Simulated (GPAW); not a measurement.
## TiO2 (2H monolayer): sheet polarisability

Wanted: the sheet polarisability of TiO2 (2H monolayer), with cost.

Method: PBE and many-body steps on it, plane waves, in GPAW 26.7.0.

## 1. Set-up

The cell holds 3 atoms: 1 Ti and 2 O. Its edges and angles: a = 2.879 Å, b = 2.879 Å, c = 13.800 Å, α = 90.0°, β = 90.0°, γ = 120.0°. Vacuum lies along c.

As a file:

```cif
data_structure
_symmetry_space_group_name_H-M 'P 1'
_symmetry_Int_Tables_number 1
_cell_length_a 2.8793
_cell_length_b 2.8793
_cell_length_c 13.8000
_cell_angle_alpha 90.000
_cell_angle_beta 90.000
_cell_angle_gamma 120.000
_cell_volume 99.08
loop_
_atom_site_label
_atom_site_type_symbol
_atom_site_fract_x
_atom_site_fract_y
_atom_site_fract_z
_atom_site_occupancy
Ti1 Ti 0.33333 0.66667 0.50000 1
O2 O 0.66667 0.33333 0.58182 1
O3 O 0.66667 0.33333 0.41818 1
```

The structure was relaxed with PBE. The runs that relaxed it are not among those shown.

## 2. Empty states on the mesh, 27×27×1 mesh, 131 bands

This step: GPAW 26.7.0; DFT, PBE, plane waves, PAW.

The sums over transitions need many empty states on a uniform mesh; this step solves for them.

Input file run.py:

```python
import json
import numpy as np
from gpaw.mpi import world
from gpaw import GPAW

calc = GPAW('gs.gpw').fixed_density(kpts={'size': (27, 27, 1), 'gamma': True},
    nbands=152,
    convergence={'bands': 131},
    txt='nscf.txt')
calc.write('full.gpw', mode='all')
res = {}
kpts = calc.get_ibz_k_points()
res['kpts'] = kpts
res['eigenvalues'] = [calc.get_eigenvalues(kpt=k) for k in range(len(kpts))]
res['n_electrons'] = calc.get_number_of_electrons()

if world.rank == 0:
    with open('result.json', 'w') as f:
        json.dump(res, f, default=lambda x: x.tolist())
```

Run with:

```bash
$ mpirun -n 4 gpaw python run.py
```

Numbers of over 12 decimals in the logs are rounded to 6 here.

Log:

```text
Diagonalizing LCAO Hamiltonian
Converting LCAO to pw mode
convergence criteria:
- Maximum integral of absolute [eigenst]ate change: 4e-08 eV^2 / valence electron
maximum number of iterations: 100

SCF iterations
|iter     |     time |      energy | eigst |  dens |
|iter:   1|  |             | +4.32 |       |
|iter:   2|  |             | +3.06 |       |
|iter:   3|  |             | +1.94 |       |
[...]
|iter:  13|  |             | -6.84 |       |
|iter:  14|  |             | -7.29 |       |
|iter:  15|  |             | -7.71c|       |
SCF steps: 15
  __  _  _
 | _ |_)|_||  |
 |__||  | ||/\| - 26.7.0

Input parameters:
  mode=PW(ecut=600.0),
  convergence={'bands': 131},
  gpts=array([18, 18, 80]),
  kpts=MonkhorstPack(size=(27, 27, 1), gamma=True),
  maxiter=100,
  nbands=152,
  occupations=Occupations(name='fermi-dirac', width=0.001, fixmagmom=False),
  parallel={},
  xc=XC(name='PBE')
# Writing to full.gpw (mode='all')
  [... matrices ...]

timing:  # [seconds]
  Total: 0.167  # ━━━━━━━━━━━━━━━━━━━━━━━━━━━━━━━━━━━━━━━━━━━━━━━━━━━━━━━━━━━
```

The job ended after 4 min (4 MPI ranks of Arm Neoverse V2, shared host; peak memory 1.5 GiB).

This step gave:

```
gap                                                           : 1.228 eV
k of the valence top                                          : 0.2963, -0.1481, 0
k of the conduction bottom                                    : 0.4815, -0.2222, 0
least direct gap                                              : 1.377 eV
k points computed                                             : 75
lowest point of the top converged band, above the valence top : 65.8540 eV
```

On this mesh the gap is 1.228 eV.

## 3. RPA response

The response function is computed on a frequency grid, with local fields up to the given cutoff.

This step: linear response, RPA, on PBE, plane waves, PAW.

Input file run.py:

```python
import json
import numpy as np
from gpaw.mpi import world
from gpaw.response.df import DielectricFunction

df = DielectricFunction('full.gpw',
    ecut=50,
    nbands=131,
    eta=0.2,
    frequencies={'type': 'nonlinear', 'domega0': 0.05, 'omega2': 10.0},
    intraband=False,
    truncation='2D',
    txt='df.txt')
res = {'optical': {}, 'eels': []}
for d in 'x':
    y0, y = df.get_polarizability(direction=d, xc='RPA', filename=None)
    res['optical'][d] = [y0.real, y0.imag, y.real, y.imag]
res['w'] = df.get_frequencies()
for q_c in [[0.037037037, 0, 0], [0.2222222222, 0, 0], [0.4814814815, 0, 0], [0.7777777778, 0, 0], [1.2222222222, 0, 0]]:
    res['eels'].append(df.get_eels_spectrum(q_c=q_c, xc='RPA', filename=None))

if world.rank == 0:
    with open('result.json', 'w') as f:
        json.dump(res, f, default=lambda x: x.tolist())
```

Run with:

```bash
$ mpirun -n 4 gpaw python run.py
```

Log:

```text
Using integrator: PointIntegrator
NonLinearFrequencyDescriptor(from 0.000 to 131.609 eV, 409 points)
Nonperiodic BCs:  [False False  True]
Using integrator: PointIntegrator
NonLinearFrequencyDescriptor(from 0.000 to 131.609 eV, 409 points)
Nonperiodic BCs:  [False False  True]

Calculating chi0 body with:
    Ground state adapter containing:
    Number of spins: 1
    Number of kpoints: 729
    Number of irreducible kpoints: 75
    Number of completely occupied states: 12
    Number of partially occupied states: 12
    Occupied states memory: 4.74609375 M / cpu

    Linear response parametrization:
    q_c: [0.0, 0.0, 0.0]
    Number of frequency points: 409
    Planewave cutoff: 50.0
    Number of bands: 131
    Number of planewaves: 81
    Broadening (eta): 0.2
    comm.size: 4
    kncomm.size: 4
    blockcomm.size: 1

    Memory estimate of potentially large arrays:
        chi0_wGG: 40.946182 M / cpu
Integrating chi0 body.

Symmetries of q_c:
    Direct symmetries (Uq -> q): 12
    Indirect symmetries (TUq -> q): 12
In total 24 allowed symmetries.

  [... matrices ...]
75 groups of equivalent kpoints. 89.711934% reduction.

Integral kind: spectral function

Calculating chi0 optical extensions with:
    Ground state adapter containing:
    Number of spins: 1
    Number of kpoints: 729
    Number of irreducible kpoints: 75
    Number of completely occupied states: 12
    Number of partially occupied states: 12
    Occupied states memory: 4.74609375 M / cpu

    Linear response parametrization:
    Number of frequency points: 409
    Planewave cutoff: 50.0
    Number of bands: 131
    Number of planewaves: 81
    Broadening (eta): 0.2
Integrating chi0 head and wings.

Symmetries of q_c:
    Direct symmetries (Uq -> q): 12
    Indirect symmetries (TUq -> q): 12
In total 24 allowed symmetries.

  [... matrices ...]
75 groups of equivalent kpoints. 89.711934% reduction.

Integral kind: spectral function wings

Calculating chi0 body with:
    Ground state adapter containing:
    Number of spins: 1
    Number of kpoints: 729
    Number of irreducible kpoints: 75
    Number of completely occupied states: 12
    Number of partially occupied states: 12
    Occupied states memory: 4.74609375 M / cpu

    Linear response parametrization:
    q_c: [0.037037037, 0.0, 0.0]
    Number of frequency points: 409
    Planewave cutoff: 50.0
    Number of bands: 131
    Number of planewaves: 81
    Broadening (eta): 0.2
    comm.size: 4
    kncomm.size: 4
    blockcomm.size: 1

    Memory estimate of potentially large arrays:
        chi0_wGG: 40.946182 M / cpu
Integrating chi0 body.

Symmetries of q_c:
    Direct symmetries (Uq -> q): 4
    Indirect symmetries (TUq -> q): 0
In total 4 allowed symmetries.

  [... matrices ...]
378 groups of equivalent kpoints. 48.148148% reduction.

Integral kind: spectral function

[... 4 further calls ...]
```

The job ended after 4.6 min (4 MPI ranks; peak memory 1.7 GiB; 18 min of CPU time).

Numbers from this step:

```
static polarisability of the sheet (Å) : 1.986
the same without local fields          : 2.126
```

The static value is 1.99.

The Im polarisability of the sheet has structure finer than the step of the table below, so its rows give means over 1 eV, whole bins alone (the curve runs from 0 to 39.8 eV). Peaks (eV: height): xx, no local fields 4.4: 3.73, 6.0: 4.26, 37.2: 0.951; xx, local fields 4.4: 3.42, 6.2: 4.06.

RPA, broadening 0.2 eV. The Im polarisability of the sheet by photon energy; means over each step:

| photon energy (eV) | xx, no local fields (Å) | xx, local fields (Å) |
| --- | --- | --- |
| 1 | 0.0350 | 0.0321 |
| 2 | 0.113 | 0.103 |
| 3 | 0.917 | 0.814 |
| 4 | 2.29 | 2.11 |
| 5 | 2.66 | 2.46 |
| 6 | 3.75 | 3.51 |
| 7 | 3.02 | 2.97 |
| 8 | 1.33 | 1.30 |
| 9 | 0.617 | 0.613 |
| 10 | 0.501 | 0.491 |
| 11 | 0.426 | 0.416 |
| 12 | 0.407 | 0.394 |
| 13 | 0.415 | 0.397 |
| 14 | 0.363 | 0.344 |
| 15 | 0.270 | 0.240 |
| 16 | 0.314 | 0.269 |
| 17 | 0.359 | 0.305 |
| 18 | 0.563 | 0.462 |
| 19 | 0.581 | 0.504 |
| 20 | 0.526 | 0.464 |
| 21 | 0.492 | 0.435 |
| 22 | 0.346 | 0.292 |
| 23 | 0.332 | 0.283 |
| 24 | 0.295 | 0.257 |
| 25 | 0.264 | 0.259 |
| 26 | 0.224 | 0.219 |
| 27 | 0.234 | 0.236 |
| 28 | 0.169 | 0.174 |
| 29 | 0.150 | 0.145 |
| 30 | 0.144 | 0.137 |
| 31 | 0.140 | 0.133 |
| 32 | 0.136 | 0.126 |
| 33 | 0.146 | 0.128 |
| 34 | 0.307 | 0.143 |
| 35 | 0.334 | 0.167 |
| 36 | 0.248 | 0.119 |
| 37 | 0.766 | 0.137 |
| 38 | 0.561 | 0.176 |
| 39 | 0.259 | 0.245 |

## 4. RPA response, local-field cutoff (27×27×1 mesh, 131 bands, screening to 100 eV, broadening 0.2 eV)

Edit run.py of step 3 so:

```diff
@@ -6,3 +6,3 @@
 df = DielectricFunction('full.gpw',
-    ecut=50,
+    ecut=100,
     nbands=131,
@@ -18,3 +18,3 @@
 res['w'] = df.get_frequencies()
-for q_c in [[0.037037037, 0, 0], [0.2222222222, 0, 0], [0.4814814815, 0, 0], [0.7777777778, 0, 0], [1.2222222222, 0, 0]]:
+for q_c in [[0.4814814815, 0, 0]]:
     res['eels'].append(df.get_eels_spectrum(q_c=q_c, xc='RPA', filename=None))
```

Run with:

```bash
$ mpirun -n 4 gpaw python run.py
```

Log:

```text
Using integrator: PointIntegrator
NonLinearFrequencyDescriptor(from 0.000 to 131.609 eV, 409 points)
Nonperiodic BCs:  [False False  True]
Using integrator: PointIntegrator
NonLinearFrequencyDescriptor(from 0.000 to 131.609 eV, 409 points)
Nonperiodic BCs:  [False False  True]

Calculating chi0 body with:
    Ground state adapter containing:
    Number of spins: 1
    Number of kpoints: 729
    Number of irreducible kpoints: 75
    Number of completely occupied states: 12
    Number of partially occupied states: 12
    Occupied states memory: 4.74609375 M / cpu

    Linear response parametrization:
    q_c: [0.0, 0.0, 0.0]
    Number of frequency points: 409
    Planewave cutoff: 100.0
    Number of bands: 131
    Number of planewaves: 233
    Broadening (eta): 0.2
    comm.size: 4
    kncomm.size: 4
    blockcomm.size: 1

    Memory estimate of potentially large arrays:
        chi0_wGG: 338.809219 M / cpu
Integrating chi0 body.

Symmetries of q_c:
    Direct symmetries (Uq -> q): 12
    Indirect symmetries (TUq -> q): 12
In total 24 allowed symmetries.

  [... matrices ...]
75 groups of equivalent kpoints. 89.711934% reduction.

Integral kind: spectral function

Calculating chi0 optical extensions with:
    Ground state adapter containing:
    Number of spins: 1
    Number of kpoints: 729
    Number of irreducible kpoints: 75
    Number of completely occupied states: 12
    Number of partially occupied states: 12
    Occupied states memory: 4.74609375 M / cpu

    Linear response parametrization:
    Number of frequency points: 409
    Planewave cutoff: 100.0
    Number of bands: 131
    Number of planewaves: 233
    Broadening (eta): 0.2
Integrating chi0 head and wings.

Symmetries of q_c:
    Direct symmetries (Uq -> q): 12
    Indirect symmetries (TUq -> q): 12
In total 24 allowed symmetries.

  [... matrices ...]
75 groups of equivalent kpoints. 89.711934% reduction.

Integral kind: spectral function wings

Calculating chi0 body with:
    Ground state adapter containing:
    Number of spins: 1
    Number of kpoints: 729
    Number of irreducible kpoints: 75
    Number of completely occupied states: 12
    Number of partially occupied states: 12
    Occupied states memory: 4.74609375 M / cpu

    Linear response parametrization:
    q_c: [0.4814814815, 0.0, 0.0]
    Number of frequency points: 409
    Planewave cutoff: 100.0
    Number of bands: 131
    Number of planewaves: 226
    Broadening (eta): 0.2
    comm.size: 4
    kncomm.size: 4
    blockcomm.size: 1

    Memory estimate of potentially large arrays:
        chi0_wGG: 318.757385 M / cpu
Integrating chi0 body.

Symmetries of q_c:
    Direct symmetries (Uq -> q): 4
    Indirect symmetries (TUq -> q): 0
In total 4 allowed symmetries.

  [... matrices ...]
378 groups of equivalent kpoints. 48.148148% reduction.

Integral kind: spectral function
```

Elapsed: 98 s, on 4 MPI ranks; peak memory 5.1 GiB; 6.5 min of CPU time.

Numbers from this step:

| Quantity | Value |
| --- | --- |
| static polarisability of the sheet (Å) | 1.944 |
| the same without local fields | 2.126 |

The static value is 1.94.

The Im polarisability of the sheet has structure finer than the step of the table below, so its rows give means over 1 eV, whole bins alone (the curve runs from 0 to 39.8 eV). Peaks (eV: height): xx, no local fields 4.4: 3.73, 6.0: 4.26, 37.2: 0.951; xx, local fields 3.4: 1.68, 4.4: 3.27, 6.2: 3.74.

RPA, broadening 0.2 eV. Table of Im polarisability of the sheet by photon energy; means over each step:

| photon energy (eV) | xx, no local fields (Å) | xx, local fields (Å) |
| --- | --- | --- |
| 1 | 0.0350 | 0.0312 |
| 2 | 0.113 | 0.100 |
| 3 | 0.917 | 0.805 |
| 4 | 2.29 | 2.03 |
| 5 | 2.66 | 2.39 |
| 6 | 3.75 | 3.26 |
| 7 | 3.02 | 2.96 |
| 8 | 1.33 | 1.39 |
| 9 | 0.617 | 0.687 |
| 10 | 0.501 | 0.496 |
| 11 | 0.426 | 0.422 |
| 12 | 0.407 | 0.404 |
| 13 | 0.415 | 0.413 |
| 14 | 0.363 | 0.369 |
| 15 | 0.270 | 0.252 |
| 16 | 0.314 | 0.274 |
| 17 | 0.359 | 0.307 |
| 18 | 0.563 | 0.451 |
| 19 | 0.581 | 0.499 |
| 20 | 0.526 | 0.452 |
| 21 | 0.492 | 0.423 |
| 22 | 0.346 | 0.283 |
| 23 | 0.332 | 0.264 |
| 24 | 0.295 | 0.245 |
| 25 | 0.264 | 0.247 |
| 26 | 0.224 | 0.206 |
| 27 | 0.234 | 0.229 |
| 28 | 0.169 | 0.171 |
| 29 | 0.150 | 0.141 |
| 30 | 0.144 | 0.132 |
| 31 | 0.140 | 0.128 |
| 32 | 0.136 | 0.122 |
| 33 | 0.146 | 0.121 |
| 34 | 0.307 | 0.129 |
| 35 | 0.334 | 0.144 |
| 36 | 0.248 | 0.105 |
| 37 | 0.766 | 0.109 |
| 38 | 0.561 | 0.127 |
| 39 | 0.259 | 0.157 |

(Part 1 of 2 ends here.)

[Paths, hosts, dates, memory and timing lines, banners, echoed tables and standing remarks are left out of the program output.]

[Logs are printed without paths, hosts, clocks, repeated set-up lines and the standing remarks that a program may print on its own settings, such as how far it seeks lower states.]

[Runs of the session that timed out or met a known fault of the program may be left out.]

[Hosts, paths, dates, database ids (printed as entryN), source tags and the programs' standing remarks are cut or masked in the printed files.]
